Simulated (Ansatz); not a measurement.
# NbAs: all-electron results

```yaml
crystal:
  lattice:
    - [0.00000, 2.63760, 2.63760]
    - [2.63760, 0.00000, 2.63760]
    - [2.63760, 2.63760, 0.00000]
  atoms:
    - { symbol: Nb, position: [0.00000, 0.00000, 0.00000] }
    - { symbol: As, position: [0.50000, 0.50000, 0.50000] }
```

Atoms are numbered in the order listed.

The conventional cell has a = 5.275 Å, b = 5.275 Å, c = 5.275 Å, α = 90.00°, β = 90.00°, γ = 90.00°. Around Nb (atom 1) lie 6 As at 2.64 Å. Around As (atom 2) lie 6 Nb at 2.64 Å.

The structure comes from a relaxation in the same program, started in the rocksalt type, and has space group Fm-3m. Whether it is a known phase or the ground state wasn't checked.

Levels of theory: DFT, PBE, all-electron LAPW, scalar-relativistic (Ansatz 0.2.0); DFT, PBE, PAW with Ansatz's default frozen-core files, scalar-relativistic (Ansatz 0.2.0).

For LAPW: a Γ-centred 11×11×11 k mesh, Fermi–Dirac smearing of 0.05 eV, basis error target 0.25 meV/atom, no spin polarisation. PAW takes a cutoff of 420 eV at this cell. The Ansatz runs share mesh, smearing and spin set-up. Values come from LAPW unless marked.

| Property | Result |
| --- | --- |
| Band gap | none: bands cross the Fermi level, a metal |
| Density of states at the Fermi level (0.2 eV bin) | 2.32 states/eV per cell |
| Löwdin charges (with 0.07 e of the cell spilling out of the atomic basis, so their sizes and signs hang on that basis) | Nb1 0.20, As2 -0.13 e |
| Bader charges (from the PAW run) | Nb1 +1.17, As2 -1.17 e |
| Volume per atom | 18.35 Å³ |
| Pressure at this cell | -0.02 GPa |
